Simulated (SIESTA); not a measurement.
Crystal: Bi2TeSe2 (Skippenite).

```
Bi Te Se
1.0
     2.09150    1.20753    9.71233
    -2.09150    1.20753    9.71233
     0.00000   -2.41506    9.71233
Bi Te Se
2 1 2
Cartesian
  0.0000 0.0000 17.5387
  0.0000 0.0000 11.5983
  0.0000 0.0000 0.0000
  0.0000 0.0000 22.9716
  0.0000 0.0000 6.1654
```

Base run:

```yaml
Program: SIESTA 5.4.2
Functional: LDA
Potentials_or_basis: PseudoDojo 0.4 standard (LDA files)
Basis: DZP (energy shift 0.003 Ry; two zetas on semicore shells)
Grid_cutoff: 500 Ry
Energy_shift: 0.003 Ry
k_mesh: 7 × 7 × 7
Occupations: fermi-dirac, width 0.05 eV
Spin: no spin polarisation
```

Its results: band gap on the k mesh 0.40 eV, direct; pressure 1.9 GPa; largest force 1.601 eV/Å.

The run is repeated on the same cell with these changes: functional from LDA to PBEsol; potentials or basis from PseudoDojo 0.4 standard (LDA files) to PseudoDojo 0.4 standard (PBEsol files). What comes out?

Band gap on the k mesh 0.44 eV, direct; pressure 3.4 GPa; largest force 1.617 eV/Å.

Caveats: spin-orbit coupling is left out, which as a rule narrows the gap of such compounds by several tenths of an eV; the basis of atomic orbitals isn't converged, which shifts pressures, moduli and gaps; forces of over 1 eV/Å show positions far from the minimum, so gaps and moduli don't describe the material at rest.

Not every run made on this cell is shown here.
